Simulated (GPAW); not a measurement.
# Moving the starting magnetic order in Ni3Al

```cif
data_structure
_symmetry_space_group_name_H-M 'P 1'
_symmetry_Int_Tables_number 1
_cell_length_a 3.5231
_cell_length_b 3.5231
_cell_length_c 3.5231
_cell_angle_alpha 90.000
_cell_angle_beta 90.000
_cell_angle_gamma 90.000
_cell_volume 43.73
loop_
_atom_site_label
_atom_site_type_symbol
_atom_site_fract_x
_atom_site_fract_y
_atom_site_fract_z
_atom_site_occupancy
Ni1 Ni 0.50000 0.50000 0.00000 1
Ni2 Ni 0.50000 0.00000 0.50000 1
Ni3 Ni 0.00000 0.50000 0.50000 1
Al1 Al 0.00000 0.00000 0.00000 1
```

The cell is a database's computed one, not the measured one.

Kept alike: task single point; functional PBEsol; k mesh 8 × 8 × 8; occupations fermi-dirac, width 0.05 eV. Program: GPAW, PAW data sets generated for this functional, cutoff 600 eV. The mesh is that of the run's cell of 4 atoms. No spin-orbit coupling.

```csv
starting magnetic order,largest site moment (μB),moment of the cell (μB),free energy over the lowest row (meV/atom)
afm,0.25,0.67,0.00
afm larger moments,0.25,0.67,0.00
fm,0.25,0.67,0.00
fm larger moments,0.25,0.67,0.00
nm,0.00,0.00,1.71
```

For a metal such a mesh leaves the last digits unconverged. Moments of the cell are magnitudes, and a label names the start alone. The runs hold the magnetic state that their start led to, which needn't be the lowest. The row without spin has no moments by construction. Site moments count inside each atom's sphere or projector.

Task: What does the starting magnetic order change here?

Result: The largest site moment runs from 0.00 (nm) to 0.25 μB (afm; afm larger moments; fm; fm larger moments). The moment of the cell runs from 0.00 (nm) to 0.67 μB (afm; afm larger moments; fm; fm larger moments). The free energy is lowest at afm; afm larger moments; fm; fm larger moments, and 1.71 meV an atom higher at nm. Starts that end at one energy have found one state: afm; afm larger moments; fm; fm larger moments.

All four spin-polarised starts converge to the same ferromagnetic solution, so the antiferromagnetic label doesn't survive self-consistency. A cell moment of 0.67 μB with no site above 0.25 μB requires all three Ni moments to be parallel. That the total stays below three times the site value suggests a weak opposite polarisation of the sp density around Al and between the atoms.

The small moment and the gain of only 1.71 meV/atom over the nonmagnetic state fit an itinerant magnet close to the Stoner threshold. Hybridisation with Al sp states and the fuller Ni d band weaken the exchange splitting relative to elemental Ni, but the d density of states at the Fermi level remains high enough to sustain it.

Ni3Al is indeed a weak ferromagnet, but its measured moment is considerably smaller than the one found here. The likely cause is the neglect of spin fluctuations in a semilocal functional, which are strong near a magnetic instability. The energy difference measures the gain from forming moments, not the Curie temperature.
